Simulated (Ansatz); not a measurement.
# Al2Pt (Fm-3m) in Ansatz: notebook

The runs below take Al2Pt through single point, equation of state, with LDA.

All numbers are computed with Ansatz 0.2.0; they aren't measurements. Logs are shortened: lines on timing, memory, paths and dates and some standing lists are left out, and cuts for length are marked.

### Step 1. The crystal as given

It takes space group Fm-3m (No. 225, cubic). Conventional cell: a = 5.910 Å, b = 5.910 Å, c = 5.910 Å, α = 90.00°, β = 90.00°, γ = 90.00°. Pt (site symmetry m-3m) is surrounded by 8 Al at 2.56 Å. Al (site symmetry -43m) is surrounded by 4 Pt at 2.56 Å.

### Step 2. Single point, LDA, 16.17 Å³/atom (volume scaled by 0.94)

Input file input.yaml:

```yaml
crystal:
  lattice:
    - [0.0, 2.8946769513, 2.8946769513]
    - [2.8946769513, 0.0, 2.8946769513]
    - [2.8946769513, 2.8946769513, 0.0]
  atoms:
    - { symbol: Pt, position: [0.0, 0.0, 0.0] }
    - { symbol: Al, position: [0.75, 0.75, 0.75] }
    - { symbol: Al, position: [0.25, 0.25, 0.25] }
kpoints:
  mp_grid: { grid: [8, 8, 8] }
scf:
  occupations: { method: fermi_dirac, width: 0.05 }
hamiltonian:
  xc: lda
  pseudopotentials: { kind: all_electron, lapw: { basis_error: 0.002 } }
output:
  forces: true
  stress: true
  eigenvalues: true
```

Potentials or basis: all-electron LAPW, scalar-relativistic.

The run is started by

```sh
$ ansatz run input.yaml --threads 2 --pin off --max-ram 6144MiB --backend cpu --events-out ev --progress --plain --runs-dir out
```

The program printed:

```text
Warning: RAYON_NUM_THREADS=2 ignored (pool sized by the plan → 2); use --threads N
LAPW: plane waves up to 8.082 Å⁻¹, error target 2.0e-3 eV per atom; small_component_spin mean_spin; Al in spheres of 1.116 Å, 11 of its electrons in bands, Dirac shells []; Pt in spheres of 1.391 Å, 42 of its electrons in bands, Dirac shells [] (how accurate: hamiltonian.pseudopotentials.lapw.basis_error, Limitations)
Engine: ansatz 0.2.0, aarch64-unknown-linux-gnu
Pseudopotentials: kind: all_electron
Pseudopotential: Pt, LAPW, valence charge 42, lapw/all_electron/scalar/gaussian/Pt, Koelling and Harmon's equation, gaussian nucleus
Pseudopotential: Al, LAPW, valence charge 11, lapw/all_electron/scalar/gaussian/Al, Koelling and Harmon's equation, gaussian nucleus
Functional definition: SPW92
  exchange = slater_x
  correlation = pw_c
Crystal: 3 atoms, lattice volume = 48.510 Å³
Basis set: ecut = 248.88097130704006 eV, 411 PW (Γ), exchange–correlation at level 2
Bands: 39, of which v1, the nominal top of the filled ones, is band 32 counted from 1 (31 counted from 0)
Symmetry: 48 space group operations
Space group: Fm-3m (ITA 225), of the structure as read, at distance tolerance 3.6e-5 Å
k-points: 29 of 512
Non-local potential: Pt, projectors of the file, none
Non-local potential: Al, projectors of the file, none
Initial density: superposition of atomic densities (chi_scale 0.1, normalization cell, long waves kept (reshape's long-wave potential 0.00 eV rms))
Initial wavefunctions: plane waves of lowest kinetic energy (no species holds an atomic orbital)
Functional: x = slater, c = lda
iter 1 solved again at ethr=3.50e-4 eV; its pass at ethr=1.00e-1 eV (dr2=2.24e-1 eV) is discarded
SCF iter   1: F=—  HF=-513848.696111 eV  |F-HF|=—  |Δ(HF+E_count)|=         —  Δρ=2.87e-2  dr2=2.25e-1  ethr=3.50e-4  ⟨swp⟩=2.6  Hψ=7286  notcnv=0
preconditioner: auto → LDOS  [metal: Δε(μ)=0.138 eV  Ē_g=10.383 eV  σ=0.050 eV  W_gap=0.49  n_scr=14 (ndim 8)  ℏωp=21.3 eV  f_vac=0.023  D(μ)=1.92/eV (n_scr^D=14)  β→1.0]
SCF iter   2: F=—  HF=-513848.527239 eV  |F-HF|=—  |Δ(HF+E_count)|=   1.69e-1  Δρ=7.97e-3  dr2=4.59e-2  ethr=3.50e-4  ⟨swp⟩=2.9  Hψ=3458  notcnv=0
SCF iter   3: F=—  HF=-513848.125871 eV  |F-HF|=—  |Δ(HF+E_count)|=   4.01e-1  Δρ=4.23e-3  dr2=5.28e-3  ethr=7.17e-5  ⟨swp⟩=3.0  Hψ=3487  notcnv=0
SCF iter   4: F=—  HF=-513848.109454 eV  |F-HF|=—  |Δ(HF+E_count)|=   1.64e-2  Δρ=1.65e-3  dr2=8.79e-4  ethr=8.26e-6  ⟨swp⟩=2.0  Hψ=3140  notcnv=0  defer=1
iter 5 solved again at ethr=7.95e-8 eV; its pass at ethr=1.37e-6 eV (dr2=5.09e-5 eV) is discarded
SCF iter   5: F=—  HF=-513848.108847 eV  |F-HF|=—  |Δ(HF+E_count)|=   6.07e-4  Δρ=3.81e-4  dr2=5.08e-5  ethr=7.95e-8  ⟨swp⟩=2.0  Hψ=5429  notcnv=0
SCF iter   6: F=—  HF=-513848.108854 eV  |F-HF|=—  |Δ(HF+E_count)|=   6.95e-6  Δρ=4.63e-5  dr2=7.65e-7  ethr=7.93e-8  ⟨swp⟩=2.0  Hψ=3138  notcnv=0
SCF iter   7: F=-513848.108854 eV  HF=-513848.108854 eV  |F-HF|=7.64e-8  |Δ(HF+E_count)|=   3.25e-7  Δρ=9.76e-6  dr2=3.38e-8  ethr=1.20e-9  ⟨swp⟩=2.0  Hψ=3139  notcnv=0
SCF 1 converged in 7 iterations: F = -513848.108854 eV  dr2 = 3.38e-8
SCF converged after 7 iterations
Free energy (F): -513848.108854 eV
Harris-Foulkes:  -513848.108854 eV  (|F-HF|=7.64e-8)
Internal energy: -513848.096923 eV  (E = F + TS)
E sigma→0 (E₀):  -513848.102888 eV
Entropy (-TS):   -0.011931 eV (-3.977 meV/atom)
Fermi energy:    15.062633 eV
--- Per-component energies (eV) ---
  E_band       = -4787.591466
  E_kinetic    = 581606.574144
  E_xc         = -10379.937425
  E_electrostatic = -1085074.733642  (all electrons and nuclei)
  E_smearing   = -0.011931  (= −TS)
  E_closure    = 0.000000  (closes the sum)
  E_atoms      = -513829.505788  (free atoms, spherical and without spin; not in F)
  Σ components = -513848.108854   (vs F -513848.108854, Δ=0.00e0)
  Basis errors (estimates in eV, not in F): energy 7.4e-4 per atom: plane waves 6.9e-4 (3.9e-4 summed), levels above the bands 1.4e-59, relativity 6.8e-9, radial functions 4.7e-5, core shells 9.6e-8; eigenvalues (radial functions only) 2.5e-6; not estimated: angular momenta, meshes, grids; target (lapw.basis_error) 2.0e-3; muffin-tin radii Al 1.116 Å, Pt 1.391 Å
--- Forces (eV/Å), atoms counted from 1 ---
  atom   1  Pt     0.00000000    -0.00000000     0.00000000
  atom   2  Al     0.00000000     0.00000000     0.00000000
  atom   3  Al     0.00000000     0.00000000     0.00000000
  max |Σ_I F_I| component: 2.86e-18 eV/Å
--- Stress (GPa, compression-positive) ---
        5.161788       0.000000       0.000000
        0.000000       5.161788      -0.000000
        0.000000      -0.000000       5.161788
  P = ⅓ Tr σ = 5.1618 GPa (51.618 kbar)
--- Band table (eV; the first three rows and the last of 29) ---
  k-point 0: bands = ["-288.3707", "-288.3707", "-288.3707", "-288.3472", "-288.3472", "-87.0876", "-87.0849", "-84.0367", "-52.6001", "-52.5817", "-52.5817", "-52.5817", "-52.5679", "-52.5679", "-52.5679", "-49.2919", "-49.2919", "-49.2919", "-49.2833", "-49.2833", "-49.2833", "-38.1955", "-38.1955", "-38.1955", "4.4145", "9.6863", "9.6863", "9.6863", "11.1171", "11.1171", "18.3727", "18.9596", "18.9596", "18.9596", "20.8511", "20.8511", "20.8511", "21.6014", "21.6014"]
  k-point 1: bands = ["-288.3707", "-288.3707", "-288.3707", "-288.3472", "-288.3472", "-87.0875", "-87.0850", "-84.0368", "-52.6001", "-52.5817", "-52.5817", "-52.5817", "-52.5679", "-52.5679", "-52.5679", "-49.2916", "-49.2916", "-49.2916", "-49.2837", "-49.2837", "-49.2836", "-38.1960", "-38.1955", "-38.1955", "4.6399", "9.5644", "9.7607", "9.7607", "11.0927", "11.0927", "16.8026", "18.4485", "18.4485", "18.6798", "21.1442", "21.2323", "21.2323", "21.4419", "21.4419"]
  k-point 2: bands = ["-288.3707", "-288.3707", "-288.3707", "-288.3472", "-288.3472", "-87.0872", "-87.0853", "-84.0368", "-52.6001", "-52.5817", "-52.5817", "-52.5817", "-52.5679", "-52.5679", "-52.5679", "-49.2908", "-49.2907", "-49.2907", "-49.2846", "-49.2846", "-49.2844", "-38.1973", "-38.1957", "-38.1957", "5.2872", "9.2801", "9.9152", "9.9152", "11.0998", "11.0998", "14.1620", "17.4418", "17.4418", "19.0817", "20.7497", "20.7973", "20.7973", "22.6725", "22.6725"]
  k-point 28: bands = ["-288.3707", "-288.3707", "-288.3707", "-288.3472", "-288.3472", "-87.0862", "-87.0862", "-84.0369", "-52.6001", "-52.5817", "-52.5817", "-52.5817", "-52.5679", "-52.5679", "-52.5679", "-49.2938", "-49.2932", "-49.2878", "-49.2878", "-49.2819", "-49.2818", "-38.1980", "-38.1980", "-38.1964", "8.7791", "8.7791", "9.4136", "9.6285", "11.0438", "11.6105", "12.1673", "12.1673", "14.1690", "20.5432", "20.5432", "21.3661", "21.6043", "25.4265", "27.4460"]
```

Wall time 6 s (2 threads of Arm Neoverse V2, shared host); peak memory 0.34 GiB.

Results:

```
Free energy            : -513848.1089 eV
Pressure               : 5.2 GPa
Band gap on the k mesh : none (metal or under the smearing width)
```

### Step 3. Single point, LDA, 16.51 Å³/atom (volume scaled by 0.96)

Edit input.yaml of step 2 so:

```diff
@@ -2,5 +2,5 @@
   lattice:
-    - [0.0, 2.8946769513, 2.8946769513]
-    - [2.8946769513, 0.0, 2.8946769513]
-    - [2.8946769513, 2.8946769513, 0.0]
+    - [0.0, 2.9150626719, 2.9150626719]
+    - [2.9150626719, 0.0, 2.9150626719]
+    - [2.9150626719, 2.9150626719, 0.0]
   atoms:
```

Potentials or basis: all-electron LAPW, scalar-relativistic.

The run is started by

```sh
$ ansatz run input.yaml --threads 2 --pin off --max-ram 6144MiB --backend cpu --events-out ev --progress --plain --runs-dir out
```

It took 5.7 s on 2 threads of Arm Neoverse V2, shared host; peak memory 0.33 GiB.

Results (log left out):

| Quantity | Value |
| --- | --- |
| Free energy | -513848.1311 eV |
| Pressure | 1.8 GPa |
| Band gap on the k mesh | none (metal or under the smearing width) |

### Step 4. Single point, LDA, 16.86 Å³/atom (volume scaled by 0.98)

Edit input.yaml of step 3 so:

```diff
@@ -2,5 +2,5 @@
   lattice:
-    - [0.0, 2.9150626719, 2.9150626719]
-    - [2.9150626719, 0.0, 2.9150626719]
-    - [2.9150626719, 2.9150626719, 0.0]
+    - [0.0, 2.9351671877, 2.9351671877]
+    - [2.9351671877, 0.0, 2.9351671877]
+    - [2.9351671877, 2.9351671877, 0.0]
   atoms:
```

The run is started by

```sh
$ ansatz run input.yaml --threads 2 --pin off --max-ram 6144MiB --backend cpu --events-out ev --progress --plain --runs-dir out
```

It took 5.7 s on 2 threads of Arm Neoverse V2, shared host; peak memory 0.33 GiB.

The run converged. Its results:

* Free energy: -513848.1328 eV
* Pressure: -1.2 GPa
* Band gap on the k mesh: none (metal or under the smearing width)

### Step 5. Single point, LDA, 17.20 Å³/atom

Edit input.yaml of step 4 so:

```diff
@@ -2,5 +2,5 @@
   lattice:
-    - [0.0, 2.9351671877, 2.9351671877]
-    - [2.9351671877, 0.0, 2.9351671877]
-    - [2.9351671877, 2.9351671877, 0.0]
+    - [0.0, 2.955, 2.955]
+    - [2.955, 0.0, 2.955]
+    - [2.955, 2.955, 0.0]
   atoms:
```

The run is started by

```sh
$ ansatz run input.yaml --threads 2 --pin off --max-ram 6144MiB --backend cpu --events-out ev --progress --plain --runs-dir out
```

It took 5.7 s on 2 threads of Arm Neoverse V2, shared host; peak memory 0.33 GiB.

It converged, with:

```yaml
Free_energy: -513848.1160 eV
Pressure: -3.9 GPa
Band_gap_on_the_k_mesh: none (metal or under the smearing width)
```

### Step 6. Single point, LDA, 17.55 Å³/atom (volume scaled by 1.02)

Edit input.yaml of step 5 so:

```diff
@@ -2,5 +2,5 @@
   lattice:
-    - [0.0, 2.955, 2.955]
-    - [2.955, 0.0, 2.955]
-    - [2.955, 2.955, 0.0]
+    - [0.0, 2.9745701068, 2.9745701068]
+    - [2.9745701068, 0.0, 2.9745701068]
+    - [2.9745701068, 2.9745701068, 0.0]
   atoms:
```

Potentials or basis: all-electron LAPW, scalar-relativistic.

The run is started by

```sh
$ ansatz run input.yaml --threads 2 --pin off --max-ram 6144MiB --backend cpu --events-out ev --progress --plain --runs-dir out
```

It took 5.6 s on 2 threads of Arm Neoverse V2, shared host; peak memory 0.33 GiB.

Results (log left out):

| Item | Value |
| --- | --- |
| Free energy | -513848.0829 eV |
| Pressure | -6.3 GPa |
| Band gap on the k mesh | none (metal or under the smearing width) |

### Step 7. Single point, LDA, 17.89 Å³/atom (volume scaled by 1.04)

Edit input.yaml of step 6 so:

```diff
@@ -2,5 +2,5 @@
   lattice:
-    - [0.0, 2.9745701068, 2.9745701068]
-    - [2.9745701068, 0.0, 2.9745701068]
-    - [2.9745701068, 2.9745701068, 0.0]
+    - [0.0, 2.9938860383, 2.9938860383]
+    - [2.9938860383, 0.0, 2.9938860383]
+    - [2.9938860383, 2.9938860383, 0.0]
   atoms:
```

The run is started by

```sh
$ ansatz run input.yaml --threads 2 --pin off --max-ram 6144MiB --backend cpu --events-out ev --progress --plain --runs-dir out
```

Wall time 5.6 s (2 threads of Arm Neoverse V2, shared host); peak memory 0.33 GiB.

Results (log left out):

* Free energy: -513848.0351 eV
* Pressure: -8.5 GPa
* Band gap on the k mesh: none (metal or under the smearing width)

### Step 8. Single point, LDA, 18.23 Å³/atom (volume scaled by 1.06)

Edit input.yaml of step 7 so:

```diff
@@ -2,5 +2,5 @@
   lattice:
-    - [0.0, 2.9938860383, 2.9938860383]
-    - [2.9938860383, 0.0, 2.9938860383]
-    - [2.9938860383, 2.9938860383, 0.0]
+    - [0.0, 3.0129558903, 3.0129558903]
+    - [3.0129558903, 0.0, 3.0129558903]
+    - [3.0129558903, 3.0129558903, 0.0]
   atoms:
```

The run is started by

```sh
$ ansatz run input.yaml --threads 2 --pin off --max-ram 6144MiB --backend cpu --events-out ev --progress --plain --runs-dir out
```

Run time: 5.6 s. Hardware: 2 threads of Arm Neoverse V2, shared host; peak memory 0.33 GiB.

Results (log left out):

```
Free energy            : -513847.9743 eV
Pressure               : -10.4 GPa
Band gap on the k mesh : none (metal or under the smearing width)
```

### Step 9. Equation of state, LDA

Potentials or basis: all-electron LAPW, scalar-relativistic.

No new run: the results of the series are fitted here.

What came out:

```yaml
Equilibrium_volume: 16.71 Å³/atom
Bulk_modulus: 145 GPa
Pressure_derivative_of_the_bulk_modulus: 4.5
```

Energy against volume, from the lowest point:
```
volume (Å³/atom)  energy (meV/atom)
          16.170               7.97
          16.514               0.55
          16.858               0.00
          17.202               5.58
          17.546              16.62
          17.890              32.54
          18.234              52.82
```

Spin-orbit coupling is left out, which matters for the levels of Pt. LDA usually gives volumes a few per cent too small.
